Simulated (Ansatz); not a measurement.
**Fe in Ru(0001), 2x2: scattering by a point defect**

Wanted: the reflection from a plane of defects, Fe in Ru(0001), 2x2, and the resistivity it implies.

Main program and level: Ansatz 0.2.0; Ansatz plane-wave DFT, PBE, PAW files, collinear spin; ballistic transport by layer matching (Landauer), zero bias; PAW set soft_1, in the first sound run; inputs show where later runs differ.

### 1. The structure

The cell holds 64 atoms: 63 Ru and 1 Fe. Its edges and angles: a = 5.412 Å, b = 5.412 Å, c = 34.255 Å, α = 90.0°, β = 90.0°, γ = 120.0°. It derives from Ru. Regions: lead, 40 atoms (40 Ru); scattering region, 24 atoms (23 Ru and 1 Fe). The structure is stacked along c, and the current runs across the ab planes.

### 2. Transmission at ideal sites

The defect sits in one plane of the supercell, all atoms on ideal sites; the layers about the cell's end are the lead. The mesh across the current, 12×12, is finer than the density's, because channels open and close sharply across the zone. Energies from -0.1 to 0.1 eV in steps of 0.05 eV are too few for the program's thermal sum, so it prints no conductance; for a metal the transmission near the Fermi level serves, at a fraction of the cost.

Contents of input.yaml:

```yaml
crystal:
  lattice:
    - [5.4116, 0.0, 0.0]
    - [-2.7058, 4.6865830751, 0.0]
    - [0.0, 0.0, 34.2552]
  atoms:
    - { symbol: Ru, position: [0.1666666667, 0.3333333333, 0.03125] }
    - { symbol: Ru, position: [0.1666666667, 0.8333333333, 0.03125] }
    - { symbol: Ru, position: [0.6666666667, 0.3333333333, 0.03125] }
    - { symbol: Ru, position: [0.6666666667, 0.8333333333, 0.03125] }
    - { symbol: Ru, position: [0.3333333333, 0.1666666667, 0.09375] }
    - { symbol: Ru, position: [0.3333333333, 0.6666666667, 0.09375] }
    - { symbol: Ru, position: [0.8333333333, 0.1666666667, 0.09375] }
    - { symbol: Ru, position: [0.8333333333, 0.6666666667, 0.09375] }
    - { symbol: Ru, position: [0.1666666667, 0.3333333333, 0.15625] }
    - { symbol: Ru, position: [0.1666666667, 0.8333333333, 0.15625] }
    - { symbol: Ru, position: [0.6666666667, 0.3333333333, 0.15625] }
    - { symbol: Ru, position: [0.6666666667, 0.8333333333, 0.15625] }
    - { symbol: Ru, position: [0.3333333333, 0.1666666667, 0.21875] }
    - { symbol: Ru, position: [0.3333333333, 0.6666666667, 0.21875] }
    - { symbol: Ru, position: [0.8333333333, 0.1666666667, 0.21875] }
    - { symbol: Ru, position: [0.8333333333, 0.6666666667, 0.21875] }
    - { symbol: Ru, position: [0.1666666667, 0.3333333333, 0.28125] }
    - { symbol: Ru, position: [0.1666666667, 0.8333333333, 0.28125] }
    - { symbol: Ru, position: [0.6666666667, 0.3333333333, 0.28125] }
    - { symbol: Ru, position: [0.6666666667, 0.8333333333, 0.28125] }
    - { symbol: Ru, position: [0.3333333333, 0.1666666667, 0.34375] }
    - { symbol: Ru, position: [0.3333333333, 0.6666666667, 0.34375] }
    - { symbol: Ru, position: [0.8333333333, 0.1666666667, 0.34375] }
    - { symbol: Ru, position: [0.8333333333, 0.6666666667, 0.34375] }
    - { symbol: Ru, position: [0.1666666667, 0.3333333333, 0.40625] }
    - { symbol: Ru, position: [0.1666666667, 0.8333333333, 0.40625] }
    - { symbol: Ru, position: [0.6666666667, 0.3333333333, 0.40625] }
    - { symbol: Ru, position: [0.6666666667, 0.8333333333, 0.40625] }
    - { symbol: Ru, position: [0.3333333333, 0.1666666667, 0.46875] }
    - { symbol: Ru, position: [0.3333333333, 0.6666666667, 0.46875] }
    - { symbol: Ru, position: [0.8333333333, 0.1666666667, 0.46875] }
    - { symbol: Ru, position: [0.8333333333, 0.6666666667, 0.46875] }
    - { symbol: Fe, position: [0.1666666667, 0.3333333333, 0.53125], spin: 3.0 }
    - { symbol: Ru, position: [0.1666666667, 0.8333333333, 0.53125] }
    - { symbol: Ru, position: [0.6666666667, 0.3333333333, 0.53125] }
    - { symbol: Ru, position: [0.6666666667, 0.8333333333, 0.53125] }
    - { symbol: Ru, position: [0.3333333333, 0.1666666667, 0.59375] }
    - { symbol: Ru, position: [0.3333333333, 0.6666666667, 0.59375] }
    - { symbol: Ru, position: [0.8333333333, 0.1666666667, 0.59375] }
    - { symbol: Ru, position: [0.8333333333, 0.6666666667, 0.59375] }
    - { symbol: Ru, position: [0.1666666667, 0.3333333333, 0.65625] }
    - { symbol: Ru, position: [0.1666666667, 0.8333333333, 0.65625] }
    - { symbol: Ru, position: [0.6666666667, 0.3333333333, 0.65625] }
    - { symbol: Ru, position: [0.6666666667, 0.8333333333, 0.65625] }
    - { symbol: Ru, position: [0.3333333333, 0.1666666667, 0.71875] }
    - { symbol: Ru, position: [0.3333333333, 0.6666666667, 0.71875] }
    - { symbol: Ru, position: [0.8333333333, 0.1666666667, 0.71875] }
    - { symbol: Ru, position: [0.8333333333, 0.6666666667, 0.71875] }
    - { symbol: Ru, position: [0.1666666667, 0.3333333333, 0.78125] }
    - { symbol: Ru, position: [0.1666666667, 0.8333333333, 0.78125] }
    - { symbol: Ru, position: [0.6666666667, 0.3333333333, 0.78125] }
    - { symbol: Ru, position: [0.6666666667, 0.8333333333, 0.78125] }
    - { symbol: Ru, position: [0.3333333333, 0.1666666667, 0.84375] }
    - { symbol: Ru, position: [0.3333333333, 0.6666666667, 0.84375] }
    - { symbol: Ru, position: [0.8333333333, 0.1666666667, 0.84375] }
    - { symbol: Ru, position: [0.8333333333, 0.6666666667, 0.84375] }
    - { symbol: Ru, position: [0.1666666667, 0.3333333333, 0.90625] }
    - { symbol: Ru, position: [0.1666666667, 0.8333333333, 0.90625] }
    - { symbol: Ru, position: [0.6666666667, 0.3333333333, 0.90625] }
    - { symbol: Ru, position: [0.6666666667, 0.8333333333, 0.90625] }
    - { symbol: Ru, position: [0.3333333333, 0.1666666667, 0.96875] }
    - { symbol: Ru, position: [0.3333333333, 0.6666666667, 0.96875] }
    - { symbol: Ru, position: [0.8333333333, 0.1666666667, 0.96875] }
    - { symbol: Ru, position: [0.8333333333, 0.6666666667, 0.96875] }
magnetization:
  spin_polarized: true
kpoints:
  mp_grid: { grid: [5, 5, 1] }
hamiltonian:
  xc: pbe
  pseudopotentials: { kind: paw, azcp: { folder: soft_1 } }
scf:
  occupations: { method: fermi_dirac, width: 0.1 }
output:
  transmission: { leads: [[0, 8]], kmesh: [12, 12], e_range: [-0.1, 0.1], de: 0.05 }
  write_potential: true
  write_density: true
  volumetric_format: npy
  elf: true
```

Launch:

```
$ ansatz run input.yaml --threads 4 --pin off --max-ram 15360MiB --backend cpu --events-out ev --progress --plain --runs-dir out
```

Numbers of over 12 decimals in the logs are rounded to 6 here.

The program printed:

```text
Engine: ansatz 0.2.0, aarch64-unknown-linux-gnu
Pseudopotentials: kind: paw
Pseudopotential: Ru, paw, valence charge 16, recommended cutoff 420 eV (normal), soft_1/Ru.paw.azcp
Pseudopotential: Fe, paw, valence charge 16, recommended cutoff 420 eV (normal), soft_1/Fe.paw.azcp
Functional definition: PBE
  parameter kappa = 0.804
  parameter beta = 0.066725
  exchange = pbe_x(kappa = kappa, mu = beta*pi^2/3)
  correlation = pbe_c(beta = beta)
Crystal: 64 atoms, lattice volume = 868.777 Å³
Basis set: ecut = 420 eV, 16909 PW (Γ)
Bands: 617, of which v1, the nominal top of the filled ones, is band 512 counted from 1 (511 counted from 0)
Symmetry: 12 space group operations
Space group: P-6m2 (ITA 187), of the structure as read, at distance tolerance 9.5e-5 Å
Magnetic group: BNS 187.209 (UNI 1439), of the structure as read, at distance tolerance 9.5e-5 Å
k-points: 5 of 25 (time reversal used)
Non-local potential: Ru, projectors of the file, l = 0: 3, l = 1: 2, l = 2: 2, l = 3: 1
Non-local potential: Fe, projectors of the file, l = 0: 3, l = 1: 2, l = 2: 3, l = 3: 1
PAW form: soft (Blöchl's): semilocal exchange-correlation on the pseudo side does not see the compensation charge
PAW one-centre angular grid: Ru, 590 points (default); XC on 64 Gauss nodes
PAW one-centre angular grid: Fe, 590 points (default); XC on 64 Gauss nodes
Initial density: superposition of atomic densities (chi_scale 0.1, normalization cell)
Starting moments: Σ|m| = 3 μB on 1 of 64 sites
Initial wavefunctions: pseudopotential atomic-orbital guess
Functional: x = pbe(κ = 0.804, μ = 0.219515), c = pbe(β = 0.066725)
SCF iter   1: F=—  HF=-374879.926711 eV  |F-HF|=—  |Δ(HF+E_count)|=         —  Δρ=6.33e-2 (↑6.33e-2 ↓6.29e-2)  dr2=1.28e2  dr2_m=2.04e0  M=1.310 μB ∫|m|=2.197 μB  β_m=0.30  ethr=3.10e-3  ⟨swp⟩=5.0  Hψ=19965  notcnv=0  defer=2
Mixer restart at iter 1: flushing history
preconditioner: auto → Kerker (q_TF=auto, 2.804 Å⁻¹)  [metal: Δε(μ)=0.016 eV  Ē_g=5.292 eV  σ=0.100 eV  W_gap=0.04  n_scr=348 (ndim 8)  ℏωp=28.5 eV  f_vac=0.000  D(μ)=57.16/eV (n_scr^D=546)]
spin=Collinear: Kerker preconditioning applied to the charge; magnetization (m = ρ↑ − ρ↓) channel mixes plain (no charge-response kernel on spin).
SCF iter   2: F=—  HF=-374856.892324 eV  |F-HF|=—  |Δ(HF+E_count)|=    2.30e1  Δρ=4.15e-2 (↑4.13e-2 ↓4.15e-2)  dr2=5.69e1  dr2_m=8.24e-1  M=1.380 μB ∫|m|=2.324 μB  β_m=0.57  ethr=3.10e-3  ⟨swp⟩=2.0  Hψ=10399  notcnv=0  defer=106
SCF iter   3: F=—  HF=-374840.699152 eV  |F-HF|=—  |Δ(HF+E_count)|=    1.62e1  Δρ=8.68e-3 (↑8.68e-3 ↓7.24e-3)  dr2=1.22e0  dr2_m=1.10e-1  M=1.197 μB ∫|m|=2.330 μB  β_m=0.76  ethr=3.10e-3  ⟨swp⟩=2.0  Hψ=11374  notcnv=0  defer=106
SCF iter   4: F=—  HF=-374840.831057 eV  |F-HF|=—  |Δ(HF+E_count)|=   1.32e-1  Δρ=4.72e-3 (↑4.72e-3 ↓3.93e-3)  dr2=6.04e0  dr2_m=5.23e-3  M=1.330 μB ∫|m|=2.492 μB  β_m=0.76  ethr=1.19e-4  ⟨swp⟩=2.0  Hψ=13133  notcnv=0  defer=123
SCF iter   5: F=—  HF=-374840.775869 eV  |F-HF|=—  |Δ(HF+E_count)|=   5.52e-2  Δρ=1.55e-3 (↑1.55e-3 ↓8.79e-4)  dr2=1.93e-1  dr2_m=6.49e-3  M=1.232 μB ∫|m|=2.486 μB  β_m=0.69  ethr=1.19e-4  ⟨swp⟩=1.8  Hψ=6952  notcnv=0  defer=119
SCF iter   6: F=—  HF=-374840.776053 eV  |F-HF|=—  |Δ(HF+E_count)|=   1.84e-4  Δρ=2.18e-3 (↑1.36e-3 ↓2.18e-3)  dr2=1.92e-1  dr2_m=8.79e-3  M=1.271 μB ∫|m|=2.563 μB  β_m=0.55  ethr=1.88e-5  ⟨swp⟩=2.0  Hψ=11303  notcnv=0  defer=118
SCF iter   7: F=—  HF=-374840.773839 eV  |F-HF|=—  |Δ(HF+E_count)|=   2.21e-3  Δρ=1.27e-3 (↑8.77e-4 ↓1.27e-3)  dr2=1.78e-2  dr2_m=8.57e-3  M=1.273 μB ∫|m|=2.595 μB  β_m=0.77  ethr=1.88e-5  ⟨swp⟩=1.9  Hψ=6645  notcnv=0  defer=119
SCF iter   8: F=—  HF=-374840.779492 eV  |F-HF|=—  |Δ(HF+E_count)|=   5.65e-3  Δρ=1.29e-3 (↑1.29e-3 ↓8.75e-4)  dr2=1.25e-1  dr2_m=8.57e-4  M=1.334 μB ∫|m|=2.808 μB  β_m=0.77  ethr=1.74e-6  ⟨swp⟩=2.0  Hψ=11691  notcnv=0  defer=121
SCF iter   9: F=—  HF=-374840.779204 eV  |F-HF|=—  |Δ(HF+E_count)|=   2.88e-4  Δρ=5.96e-4 (↑5.96e-4 ↓5.12e-4)  dr2=2.57e-2  dr2_m=4.99e-5  M=1.334 μB ∫|m|=2.831 μB  β_m=0.63  ethr=1.74e-6  ⟨swp⟩=2.0  Hψ=11857  notcnv=0  defer=118
[...]
SCF iter  13: F=—  HF=-374840.777151 eV  |F-HF|=—  |Δ(HF+E_count)|=   1.69e-6  Δρ=2.59e-5 (↑2.27e-5 ↓2.59e-5)  dr2=5.03e-5  dr2_m=3.97e-7  M=1.329 μB ∫|m|=2.836 μB  β_m=0.68  ethr=6.74e-9  ⟨swp⟩=2.0  Hψ=11560  notcnv=0  defer=118
SCF iter  14: F=—  HF=-374840.777152 eV  |F-HF|=—  |Δ(HF+E_count)|=   4.03e-7  Δρ=1.57e-5 (↑1.27e-5 ↓1.57e-5)  dr2=7.02e-6  dr2_m=8.67e-7  M=1.330 μB ∫|m|=2.838 μB  β_m=0.74  ethr=4.91e-9  ⟨swp⟩=2.0  Hψ=10586  notcnv=0  defer=118
SCF iter  15: F=—  HF=-374840.777152 eV  |F-HF|=—  |Δ(HF+E_count)|=   6.03e-7  Δρ=6.13e-6 (↑6.13e-6 ↓4.02e-6)  dr2=6.65e-6  dr2_m=8.96e-8  M=1.330 μB ∫|m|=2.841 μB  β_m=0.79  ethr=6.86e-10  ⟨swp⟩=2.1  Hψ=11264  notcnv=0  defer=118
SCF iter  16: F=—  HF=-374840.777153 eV  |F-HF|=—  |Δ(HF+E_count)|=   1.90e-7  Δρ=5.12e-6 (↑4.78e-6 ↓5.12e-6)  dr2=2.89e-6  dr2_m=2.45e-8  M=1.330 μB ∫|m|=2.843 μB  β_m=0.62  ethr=6.50e-10  ⟨swp⟩=2.0  Hψ=11171  notcnv=0  defer=118
SCF iter  17: F=—  HF=-374840.777153 eV  |F-HF|=—  |Δ(HF+E_count)|=   7.93e-8  Δρ=3.51e-6 (↑3.51e-6 ↓2.72e-6)  dr2=1.29e-6  dr2_m=1.75e-8  M=1.330 μB ∫|m|=2.843 μB  β_m=0.51  ethr=2.82e-10  ⟨swp⟩=1.6  Hψ=6238  notcnv=0  defer=118
SCF iter  18: F=—  HF=-374840.777152 eV  |F-HF|=—  |Δ(HF+E_count)|=   2.57e-8  Δρ=2.14e-6 (↑1.95e-6 ↓2.14e-6)  dr2=1.90e-7  dr2_m=9.73e-9  M=1.330 μB ∫|m|=2.843 μB  β_m=0.49  ethr=1.26e-10  ⟨swp⟩=1.0  Hψ=6170  notcnv=0  defer=118
SCF iter  19: F=—  HF=-374840.777153 eV  |F-HF|=—  |Δ(HF+E_count)|=   1.14e-8  Δρ=1.10e-6 (↑1.10e-6 ↓8.00e-7)  dr2=2.25e-8  dr2_m=4.31e-9  M=1.330 μB ∫|m|=2.843 μB  β_m=0.58  ethr=1.86e-11  ⟨swp⟩=2.0  Hψ=11262  notcnv=0  defer=118
SCF iter  20: F=—  HF=-374840.777153 eV  |F-HF|=—  |Δ(HF+E_count)|=   4.54e-9  Δρ=7.75e-7 (↑4.37e-7 ↓7.75e-7)  dr2=2.04e-8  dr2_m=3.53e-10  M=1.329 μB ∫|m|=2.844 μB  β_m=0.45  ethr=2.19e-12  ⟨swp⟩=2.0  Hψ=11515  notcnv=0  defer=118
SCF iter  21: F=—  HF=-374840.777153 eV  |F-HF|=—  |Δ(HF+E_count)|=   3.61e-9  Δρ=1.93e-6 (↑9.64e-7 ↓1.93e-6)  dr2=1.42e-7  dr2_m=2.08e-9  M=1.329 μB ∫|m|=2.844 μB  β_m=0.73  ethr=2.00e-12  ⟨swp⟩=2.0  Hψ=10578  notcnv=0  defer=118
SCF iter  22: F=-374840.777153 eV  HF=-374840.777153 eV  |F-HF|=1.11e-8  |Δ(HF+E_count)|=   2.74e-9  Δρ=4.77e-7 (↑3.49e-7 ↓4.77e-7)  dr2=1.14e-8  dr2_m=7.36e-11  M=1.329 μB ∫|m|=2.844 μB  ethr=2.00e-12  ⟨swp⟩=6.4  Hψ=19765  notcnv=0
SCF 1 converged in 22 iterations: F = -374840.777153 eV  dr2 = 1.14e-8
  greatest PAW one-centre occupation: 1.000 electrons in one spin orbital (limit 2), on the Fe atom at site 32 (counted from 0), in its partial waves of l = 0
transmission: 240 of 2394 steps passed
transmission: 479 of 2394 steps passed
[...]
transmission: 2394 of 2394 steps passed
SCF converged after 22 iterations
Magnetization: 1.3295 μB (512.6647 up, 511.3353 down)
Absolute magnetization: 2.8820 μB (∫|ρ↑−ρ↓|, with the PAW one-centre terms)
Spin contamination: 0.8249 ħ² per cell (⟨S²⟩ above its minimum at these occupations)
Per-site moments (μB) at R_I (Å): [(0.0010072, 1.093251), (-0.00133568, 1.093251), (-0.00133568, 1.093251), (-0.00133568, 1.093251), (-0.000778465, 1.093251), (-0.000778465, 1.093251), (-0.000778465, 1.093251), (0.00451215, 1.093251), (0.00439171, 1.093251), (-0.00236553, 1.093251), (-0.00236553, 1.093251), (-0.00236553, 1.093251), (-0.00250549, 1.093251), (-0.00250549, 1.093251), (-0.00250549, 1.093251), (0.00474414 [...]
Free energy (F): -374840.777153 eV
Harris-Foulkes:  -374840.777153 eV  (|F-HF|=1.11e-8)
Internal energy: -374838.683891 eV  (E = F + TS)
E sigma→0 (E₀):  -374839.730522 eV
Entropy (-TS):   -2.093261 eV (-32.707 meV/atom)
Fermi energy:    23.228971 eV
--- Per-component energies (eV) ---
  E_band       = -3803.520313
  E_kinetic    = 29331.997324
  E_local      = -82315.731934  (includes V_loc(G=0)·N_el)
  E_nonlocal   = 26274.735615
  E_hartree    = 27472.067408
  E_xc         = -10828.650139
  E_vxc        = -13696.979083  (∫ρ·V_xc dr)
  E_paw        = -221974.571806  (= ΣΔE_a)
  E_vpaw       = -18341.713230  (= ΣTr[D̂ρ^β])
  E_aug_tail   = 0.038307  (compensation charges beyond the density's cutoff)
  E_ewald      = -142798.568668
  E_smearing   = -2.093261  (= −TS)
  E_closure    = 0.000000  (closes the sum)
  Σ components = -374840.777153   (vs F -374840.777153, Δ=0.00e0)
--- Band table (eV; the first three rows and the last of 10) ---
  k-point 0 ↑: bands = [... 508 lower, 23.9441, 23.9652, 23.9749, 23.9749, 23.9904, 23.9928, 24.0392, 24.0392, ... 101 higher]
  k-point 1 ↑: bands = [... 508 lower, 23.3428, 23.5766, 23.5986, 23.6832, 23.7036, 23.7347, 23.7393, 23.7726, ... 101 higher]
  k-point 2 ↑: bands = [... 508 lower, 22.8858, 22.9530, 22.9934, 23.0154, 23.0471, 23.0794, 23.1255, 23.2160, ... 101 higher]
  k-point 4 ↓: bands = [... 508 lower, 22.8670, 22.8829, 22.9013, 22.9091, 22.9694, 23.2091, 23.2231, 23.2254, ... 101 higher]
--- Transmission ---
  basis      : 223 plane waves across, 63 finite elements along
  points     : 19, standing for a mesh of 12 x 12
  energies   : 5 from -0.100000 to 0.100000 eV about the Fermi level, 0.050000 eV apart; the leads are filled to 0.000000 eV, and channels, transmission and decay are at 0.000000 eV
  crystal 0  : Ru8, at the sites [0, 8], period 4.2819 Å, over 32.11 Å; its Hamiltonian steps by up to 1.5 meV
    offset         : up to 0.0000 Å between an atom of the period and one for which it stands
    channels       : 5.930556e0 up, 5.930556e0 down
    conductance    : none, the energies end too early or step too widely for 300 K: set another output.transmission.e_range or a lower de, or, where they end at an eighth of basis.ecutwfc, a higher one
  junction   : crystal 0 to crystal 0, 1.44 to 31.42 Å
    transmission   : 4.787539e0 up, 5.282082e0 down
    conductance    : none, the energies end too early or step too widely for 300 K: set another output.transmission.e_range or a lower de, or, where they end at an eighth of basis.ecutwfc, a higher one
```

Run time: 24 min. Hardware: 4 threads of Arm Neoverse V1, shared host; peak memory 9.3 GiB.

This step gave:

```yaml
free_energy: -374840.7772 eV
energy_at_zero_smearing: -374839.7305 eV
fermi_energy: 23.23 eV
magnetization: 1.329 μB
absolute_magnetization: 2.882 μB
cell_area: 25.36 Å²
transmission_spin_up: 4.788
transmission_spin_down: 5.282
open_channels_spin_up: 5.931
open_channels_spin_down: 5.931
step_of_the_lead_s_potential: 1.5 meV
```

Per spin. Table of transmission, zone mean by energy, zero at the Fermi level:

```
energy (eV)  T up  T down
    -0.1000  4.58    5.13
    -0.0500  4.77    5.17
     0.0000  4.79    5.28
     0.0500  4.74    5.24
     0.1000  4.46    4.79
```

Per spin. Table of open channels, zone mean, lead up = lead down by energy, zero at the Fermi level:

```
energy (eV)  open channels, zone mean, lead up = lead down
    -0.1000                                           5.64
    -0.0500                                           6.01
     0.0000                                           5.93
     0.0500                                           5.81
     0.1000                                           5.22
```

Transmission over k1 and k2. At 0.0000 eV from the Fermi level, spin up.

Values, 12 rows by 12 columns:
```
 4.8  5.0  3.4  3.2  3.2  3.4  5.0  4.8  5.1  3.7  3.7  5.1
 3.5  3.4  4.2  4.4  4.4  4.4  4.2  3.4  3.5  3.7  2.9  3.7
 2.8  3.2  4.4  6.1  5.4  5.4  6.1  4.4  3.2  2.8  3.7  3.7
 3.5  3.2  4.4  5.4  6.3  8.4  6.3  5.4  4.4  3.2  3.5  5.1
 4.8  3.4  4.4  5.4  8.4 10.8 10.8  8.4  5.4  4.4  3.4  4.8
 4.9  5.0  4.2  6.1  6.3 10.8 10.9 10.8  6.3  6.1  4.2  5.0
 4.8  4.8  3.4  4.4  5.4  8.4 10.8 10.8  8.4  5.4  4.4  3.4
 3.5  5.1  3.5  3.2  4.4  5.4  6.3  8.4  6.3  5.4  4.4  3.2
 2.8  3.7  3.7  2.8  3.2  4.4  6.1  5.4  5.4  6.1  4.4  3.2
 3.5  3.7  2.9  3.7  3.5  3.4  4.2  4.4  4.4  4.4  4.2  3.4
 4.8  5.1  3.7  3.7  5.1  4.8  5.0  3.4  3.2  3.2  3.4  5.0
 4.9  4.8  3.5  2.8  3.5  4.8  4.9  4.8  3.5  2.8  3.5  4.8
```
Columns: k1 (b1) from -0.5 to 0.417; rows upwards: k2 (b2) from -0.5 to 0.417.

Open channels over k1 and k2. At 0.0000 eV from the Fermi level, spin up.

Ten even steps from '_' (3.0) to '@' (12.0):
```
--==::....::==--==::::==
..::::::::::::::..::..::
__..::========::..__::::
....::====%%====::....==
--::::==%%@@@@%%==::::--
--==::====@@@@@@====::==
----::::==%%@@@@%%==::::
..==....::====%%====::..
__::::__..::========::..
..::..::..::::::::::::::
--==::::==--==::....::==
----..__..------..__..--
```
Columns: k1 (b1) from -0.5 to 0.417; rows upwards: k2 (b2) from -0.5 to 0.417.

Transmission over k1 and k2. At 0.0000 eV from the Fermi level, spin down.

Values, 12 rows by 12 columns:
```
 4.7  5.8  4.5  3.4  3.4  4.5  5.8  4.7  5.3  4.0  4.0  5.3
 3.4  4.5  4.9  4.8  4.8  4.8  4.9  4.5  3.4  4.0  3.3  4.0
 2.8  3.4  4.8  6.8  6.4  6.4  6.8  4.8  3.4  2.8  4.0  4.0
 3.4  3.4  4.8  6.4  6.8  9.7  6.8  6.4  4.8  3.4  3.4  5.3
 4.7  4.5  4.8  6.4  9.7 11.5 11.5  9.7  6.4  4.8  4.5  4.7
 5.5  5.8  4.9  6.8  6.8 11.5 11.6 11.5  6.8  6.8  4.9  5.8
 4.7  4.7  4.5  4.8  6.4  9.7 11.5 11.5  9.7  6.4  4.8  4.5
 3.4  5.3  3.4  3.4  4.8  6.4  6.8  9.7  6.8  6.4  4.8  3.4
 2.8  4.0  4.0  2.8  3.4  4.8  6.8  6.4  6.4  6.8  4.8  3.4
 3.4  4.0  3.3  4.0  3.4  4.5  4.9  4.8  4.8  4.8  4.9  4.5
 4.7  5.3  4.0  4.0  5.3  4.7  5.8  4.5  3.4  3.4  4.5  5.8
 5.5  4.7  3.4  2.8  3.4  4.7  5.5  4.7  3.4  2.8  3.4  4.7
```
Columns: k1 (b1) from -0.5 to 0.417; rows upwards: k2 (b2) from -0.5 to 0.417.

Open channels over k1 and k2. At 0.0000 eV from the Fermi level, spin down.

Values, 12 rows by 12 columns:
```
 6.0  7.0  5.0  4.0  4.0  5.0  7.0  6.0  7.0  5.0  5.0  7.0
 4.0  5.0  5.0  5.0  5.0  5.0  5.0  5.0  4.0  5.0  4.0  5.0
 3.0  4.0  5.0  7.0  7.0  7.0  7.0  5.0  4.0  3.0  5.0  5.0
 4.0  4.0  5.0  7.0  7.0 11.0  7.0  7.0  5.0  4.0  4.0  7.0
 6.0  5.0  5.0  7.0 11.0 12.0 12.0 11.0  7.0  5.0  5.0  6.0
 6.0  7.0  5.0  7.0  7.0 12.0 12.0 12.0  7.0  7.0  5.0  7.0
 6.0  6.0  5.0  5.0  7.0 11.0 12.0 12.0 11.0  7.0  5.0  5.0
 4.0  7.0  4.0  4.0  5.0  7.0  7.0 11.0  7.0  7.0  5.0  4.0
 3.0  5.0  5.0  3.0  4.0  5.0  7.0  7.0  7.0  7.0  5.0  4.0
 4.0  5.0  4.0  5.0  4.0  5.0  5.0  5.0  5.0  5.0  5.0  5.0
 6.0  7.0  5.0  5.0  7.0  6.0  7.0  5.0  4.0  4.0  5.0  7.0
 6.0  6.0  4.0  3.0  4.0  6.0  6.0  6.0  4.0  3.0  4.0  6.0
```
Columns: k1 (b1) from -0.5 to 0.417; rows upwards: k2 (b2) from -0.5 to 0.417.

[end of part 1 of 3]

[Logs are printed without paths, hosts, clocks, repeated set-up lines and the standing remarks that a program may print on its own settings, such as how far it seeks lower states.]

[Hosts, paths, dates, database ids (printed as entryN), source tags and the programs' standing remarks are cut or masked in the printed files.]
